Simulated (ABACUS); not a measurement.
**MgSe under changes of volume**

One of the cells (20.246 Å³/atom); the others are scaled copies at fixed shape and fractional positions:

```xyz
2
Lattice="0.0000 2.7255 2.7255 2.7255 0.0000 2.7255 2.7255 2.7255 0.0000" Properties=species:S:1:pos:R:3 pbc="T T T"
Se    2.7255    2.7255    2.7255
Mg    0.0000    0.0000    0.0000
```

* Program: ABACUS 3.10.1
* Functional: PBE
* Potentials or basis: PseudoDojo NC SR 0.4.1 PBE standard
* Cutoff: 1361 eV
* Density cutoff: 5442 eV
* Basis: TZDP LCAO (the cutoffs set its grid)
* k mesh: 8 × 8 × 8
* Occupations: fermi-dirac, width 0.05 eV
* Spin: no spin polarisation

| volume (Å³/atom) | energy over the lowest point (meV/atom) | pressure (GPa) | gap on the mesh (eV) |
| --- | --- | --- | --- |
| 19.031 | ? | ? | ? |
| 19.436 | 25.81 | 5.6 | 1.87 |
| 19.841 | 13.75 | 4.0 | 1.84 |
| 20.246 | 5.72 | 2.5 | 1.81 |
| 20.651 | 1.17 | 1.1 | 1.77 |
| 21.056 | 0.00 | -0.1 | 1.74 |
| 21.461 | 1.66 | -1.2 | 1.71 |

Q: What does the run at 19.031 Å³/atom give?

A: Energy over the lowest point 42.16 meV/atom; pressure 7.4 GPa; gap on the mesh 1.91 eV.

Worked out: A Birch-Murnaghan fit of order 3 (a polynomial in V^(-2/3)) to the other rows has its minimum at 21.02 Å³/atom with B0 = V·E''(V) = 61 GPa and B' = 4.3. It gives 42.27 meV/atom at 19.031 Å³/atom, against the run's 42.16, and -dE/dV = 7.4 GPa, against 7.4. A straight line through the other rows of the gap, of slope -1.64 eV per unit of ln V, extrapolates to 1.91 eV, against the run's 1.91.

Energies are extrapolated to zero smearing.

Caveats: the atomic orbitals were generated for these runs and aren't a published set; the basis of atomic orbitals isn't converged, which shifts pressures, moduli and gaps.

A mesh can miss the band edges. Spin-orbit coupling on Se is left out.
